Row 11 looks wrong. In this vibration the two tellurium planes of each MoTe₂ layer move apart and together while the molybdenum plane between them stands still. Scaling the stiff vibration of row 17 by the atomic masses puts it near 143 cm⁻¹, but the calculation gives 165.5 cm⁻¹. Its in-plane counterpart, row 7, obeys the same rule to within 5%, so the rule is sound in one direction and fails in the other.

GPAW 26.7.0, optPBE-vdW with PAW data sets (gpaw-data 1.2.1): harmonic phonon frequencies of bulk MoTe₂ (P6₃/mmc, 6-atom cell) at zero wave vector (q row 1), atoms relaxed in a fixed cell. Plane-wave cutoff 510 eV, 8×8×2 k mesh, Fermi–Dirac smearing 0.05 eV, no spin polarisation or spin–orbit coupling.

| row | phonon q row (row) | phonon frequency (cm⁻¹) |
| --- | --- | --- |
| 1 | 1 | 0.00 |
| 2 | 1 | 0.00 |
| 3 | 1 | 0.00 |
| 4 | 1 | 28.40 |
| 5 | 1 | 28.40 |
| 6 | 1 | 44.90 |
| 7 | 1 | 112.90 |
| 8 | 1 | 112.90 |
| 9 | 1 | 115.40 |
| 10 | 1 | 115.40 |
| 11 | 1 | 165.50 |
| 12 | 1 | 171.40 |
| 13 | 1 | 226.70 |
| 14 | 1 | 226.70 |
| 15 | 1 | 226.80 |
| 16 | 1 | 226.80 |
| 17 | 1 | 273.30 |
| 18 | 1 | 278.40 |

**How to read the rows**

All 18 frequencies belong to zero wave vector, where every unit cell moves alike. Each atomic plane then shifts as a rigid sheet, and the crystal becomes a short chain of planes, Te–Mo–Te, gap, Te–Mo–Te. The first three rows are translations of the whole crystal. In rows 4 and 5 whole layers slide over each other, and in row 6 they move apart and together.

The other twelve rows are vibrations inside the layers. Each comes in two versions, because neighbouring layers can vibrate in step or opposed. Equal pairs such as rows 7 and 8 are in-plane motions along two equivalent directions, and single values are motions along the layer normal. Which atoms move in which row is taken from symmetry and the known vibration pattern of this structure.

**What the masses predict**

Suppose that springs join only neighbouring Te and Mo planes, each with stiffness K. Two kinds of vibration follow for each direction. In the first, the two Te planes move oppositely and Mo rests. In the second, both Te planes move together and Mo moves against them. With ω for the frequency and m for an atomic mass:

Te planes opposed: ω² = K/m(Te)

Mo against both Te planes: ω² = K/m(Te) + 2K/m(Mo)

The stiffness drops out of the ratio of the two frequencies. With masses of about 128 for Te and 96 for Mo, the ratio is √(1 + 2 × 128/96) = 1.915. Row 17, at 273.3 cm⁻¹, is the second kind of motion along the normal, so the first kind should lie at 273.3/1.915 = 142.7 cm⁻¹. Row 11 was not used in this estimate, and it lies 16% above it.

The same step from row 13 to row 7 tests the in-plane direction. It predicts 118.4 cm⁻¹, and the calculation gives 112.9 cm⁻¹. Most of the wide separation between the two in-plane families therefore needs no difference in springs: the Mo atom takes part in one motion and rests in the other, and its lower mass adds to the effect. A heavier chalcogen or a lighter metal would raise the ratio of the two frequencies if the springs kept their proportions.

**Why row 11 is too stiff**

The two motions along the normal differ in what they do to the thickness of the layer. When Mo moves against both Te planes, the distance between the Te planes stays constant. When the Te planes move oppositely, the layer is squeezed and stretched. A force that depends only on the thickness, and resists its change, therefore raises row 11 and leaves row 17 alone.

Such a force can be written as an extra spring K′ directly between the two Te planes. Because both ends move, it is stretched by twice the displacement of one plane, and the first formula becomes ω² = (K + 2K′)/m(Te). The computed frequencies then require K′ to be about 0.17 K. A modest spring gives a visible shift because it counts double.

The structure offers a natural origin for it. In the trigonal prism around Mo, each Te atom of the upper plane sits exactly above one of the lower plane, at 3.68 Å. That is closer than the roughly 4 Å usually quoted for two unbonded Te atoms. Neighbours within one Te plane are closer still, at 3.52 Å, but their distance does not change in these motions. The filled shells of the stacked pair are expected to repel, more steeply as the layer is squeezed.

The in-plane modes carry a matching hint. Two repelling atoms stacked on top of each other resist being pushed together, but they do not resist being slid sideways; once displaced, they are pushed a little further. The effective Te–Te spring should then be positive along the normal and slightly negative in the plane. The computed values have these signs, with about −0.05 K for the in-plane case, where K is the in-plane stiffness.

Within this spring model, the frequencies call for an extra resistance to thickness change. K and K′ are fixed by two frequencies, so the fit measures that resistance without testing its cause. Its size also depends a little on the reference: row 18, the partner of row 17, gives 145.4 cm⁻¹ and an excess of about 14%. Repulsion between stacked Te atoms is one likely source. Another is the stiffness of the bond angle at Mo between two stacked Te atoms. It would give the same signs in both directions, so the signs cannot tell how much each source supplies. For a practical picture the two act alike: the layer is harder to squeeze than its Mo–Te springs alone suggest.

**The second break: rows 17 and 18**

The other irregularity is a distance between two rows. Rows 17 and 18 are the same vibration with neighbouring layers in step or opposed, and they differ by 5.1 cm⁻¹. Weak forces across the gap should separate them far less.

The soft breathing motion in row 6 shows how strong those forces are. (The functional optPBE-vdW itself includes the dispersion attraction between layers, so no separate correction was added.) If they act between the Te planes that face each other across the gap, they can shift a vibration only as far as these planes take part in it. In rows 17 and 18 the Mo atoms carry most of the motion, and Te holds only about a quarter of the kinetic energy. The expected splitting is 1.4 cm⁻¹, less than a third of the computed one.

Rows 11 and 12 behave differently. There only Te moves, the expected splitting is 8.2 cm⁻¹, and the computed one is 5.9 cm⁻¹. The simple gap spring thus overstates the coupling for this pair and understates it for the top pair. Letting the spring reach through to the next Mo plane, with its strength set by rows 6, 11 and 12, leaves almost no splitting at the top, because Mo and Te move in opposite directions and their contributions cancel.

This suggests a force of longer range. A further spring between the Mo planes of neighbouring layers would add a free constant that could absorb the difference, so the chain does not name the force. One candidate is electric. Mo and Te respond to displacement as if they carried opposite charges, so moving one against the other along the normal turns each layer into a sheet of upright dipoles. Such a sheet acts like a charged capacitor: the field inside it pulls the atoms back and stiffens the vibration.

How much of the field survives depends on the neighbouring layers. When all layers vibrate in step, their dipoles add up, and the periodic calculation holds the average electric field at zero. This amounts to adding a uniform field along the dipoles, which takes away part of the restoring force and lowers the frequency. When neighbouring layers are opposed, their dipoles cancel on average and each layer keeps its own field. The opposed version should therefore be the higher of the two.

In-plane dipoles lack this effect, because a uniform shift along an endless sheet piles up no charge on its faces. Rows 13 to 16, the in-plane partners of the top pair, do differ by only about 0.1 cm⁻¹. This agrees with the electric picture, although the gap springs also predict only a small splitting there: 0.7 cm⁻¹, or 0.5 cm⁻¹ in the reverse order when they reach the next Mo plane.

The electric cause remains a conjecture. To make the whole splitting, it needs an effective charge on Mo between one and two elementary charges in size, if the dielectric constant is roughly 10. The estimate holds only to an order of magnitude, and nothing in the table shows that Mo carries such a charge. The effect grows with the square of the charge, so half the charge would explain only about a quarter of the splitting. A calculation of the effective charges and the dielectric constant along the layer normal would test the idea.

**What to do about it**

In this compound the mass rule gives a good first estimate of the in-plane vibrations and puts the thickness vibration too low. In other layers of the same build it is worth the same test. When the thickness vibration is known, its excess over the rule is the useful quantity, since it measures the resistance to squeezing that the metal–chalcogen springs do not supply. In the bulk, the member seen in Raman spectra is expected to be the upper one, row 12, which includes the gap spring, while row 11 is expected to be silent. The analysis printed below gives this comparison for both directions, and the splitting estimates for all four pairs.

Take care with the polar vibrations when comparing with a spectrum. The calculation leaves out the splitting between longitudinal and transverse waves (LO–TO), which is the same electric stiffening for a wave whose dipoles point along its direction of travel. The in-step member of the top pair is therefore a transverse value, and a wave running along the layer normal would have a higher frequency. One of the two in-plane doublets near 227 cm⁻¹ is polar as well, and its longitudinal wave, running in the plane, is likewise expected to lie higher. The order of the two doublets in rows 13 to 16 should not be read as a result, since their distance is too small for these settings.

The soft rows 4 to 6 need a different caution. The atoms were relaxed in a cell of fixed size, so the repeat distance of the layers could not adjust, and vibrations across the gap are the most sensitive to it. For work on sliding or peeling of layers, relax the cell first and repeat the calculation.

The analysis program printed:

```
frequency ratio of Mo-against-Te to Te-only motion from masses alone: 1.915
in-plane Te-only mode predicted from row 13, 1/cm: 118.4
row 7 less that prediction, 1/cm: -5.49
row 7 less that prediction, percent of prediction: -4.637
out-of-plane Te-only mode predicted from row 17, 1/cm: 142.7
row 11 less that prediction, 1/cm: 22.77
row 11 less that prediction, percent of prediction: 15.96
in-plane Te-Te constant over Te-Mo constant: -0.0453
out-of-plane Te-Te constant over Te-Mo constant: 0.1723
distance of stacked Te atoms within a layer, angstrom: 3.68
splitting of rows 7 and 9 from facing-Te springs, 1/cm: 4.809
splitting of rows 11 and 12 from facing-Te springs, 1/cm: 8.173
splitting of rows 13 and 15 from facing-Te springs, 1/cm: 0.6661
splitting of rows 17 and 18 from facing-Te springs, 1/cm: 1.38
computed splitting of rows 7 and 9, 1/cm: 2.5
computed splitting of rows 11 and 12, 1/cm: 5.9
computed splitting of rows 13 and 15, 1/cm: 0.1
computed splitting of rows 17 and 18, 1/cm: 5.1
computed over predicted splitting of rows 17 and 18: 3.697
signed splitting of rows 13 and 15 if springs also reach the next Mo plane, 1/cm: -0.5201
signed splitting of rows 17 and 18 if springs also reach the next Mo plane, 1/cm: -0.05177
Mo charge needed if dipoles made the whole splitting of rows 17 and 18, order of magnitude only, e: 1.734
```
